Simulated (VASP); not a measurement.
A run of VASP 6.6.1:

File INCAR:

```
PREC = Accurate
ENCUT = 520
EDIFF = 1E-6
ISMEAR = -1
SIGMA = 0.02
LREAL = False
LASPH = True
NELM = 100
ALGO = Fast
ISIF = 2
LWAVE = False
LCHARG = False
GGA = PE
NBANDS = 9
```

KPOINTS

```
Automatic mesh
0
Gamma
  4 4 2
```

Contents of POSCAR:

```
Mg
1.0
    3.2093000000      0.0000000000      0.0000000000
   -1.6046500000      2.7793353284      0.0000000000
    0.0000000000      0.0000000000      5.2103000000
Mg
2
Direct
    0.6666666667      0.3333333333      0.7500000000
    0.3333333333      0.6666666667      0.2500000000
```

Potentials or basis: VASP PAW PBE potentials, release 64 (Mg).

Launch:

```sh
$ cat potpaw_PBE.64/Mg/POTCAR > POTCAR
$ mpirun -np 1 vasp_std > vasp.out
```

Hardware: 1 thread of AMD EPYC 7R13 Processor (Zen 3) (shared host).

Task: Estimate the wall time of this run.

Result: Wall time 5.4 s on 1 thread of AMD EPYC 7R13 Processor (Zen 3) (shared host), peak memory 0.11 GiB. Counts: scf iterations 10, k points 8.
